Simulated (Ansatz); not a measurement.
Ni: pressure against volume

Ni, Fm-3m, a = 3.463 Å. Ansatz: PBEsol, PAW, 420 eV, Γ-centred 20×20×20 mesh on 1 atom, Gaussian smearing 0.10 eV; collinear spin, largest moment 0.7 μB. Symmetry fixes shape and atoms, so the cell is only scaled; pressure is positive in compression.

| V (Å³/atom) | P (GPa) |
| --- | --- |
| 9.761 | 16.64 |
| 10.072 | 7.59 |
| 10.384 | 0.00 |
| 10.695 | -6.37 |
| 11.007 | ? |

**Question.** Take V0 = 10.384 Å³/atom, fit the third-order Birch–Murnaghan form to the other rows, and predict the missing pressure.

**Answer.** With the Eulerian strain f = ½[(V0/V)^(2/3) − 1] and y = P/[3f(1 + 2f)^(5/2)], the form is the line y = B0 + 1.5 B0 (B0′ − 4) f. Rows (f, y): 0.02106, 237.6; 0.01027, 234.1; -0.00974, 229.0. Means f = 0.007197, y = 233.57; Σ(Δf)² = 0.0004885, ΣΔfΔy = 0.1349; the slope is their ratio. y = 231.6 + 276.2 f GPa, so B0 = 231.6 GPa and B0′ = 4 + 2 × (276.2)/(3 × 231.6) = 4.80. At V = 11.007, f = -0.01905, y = 226.34 and P = -11.74 GPa. The run gave -11.70 GPa, so the fit is 0.04 GPa too low, a small miss on the scale of the series. The form still works here, 33 % of the fitted range beyond its end.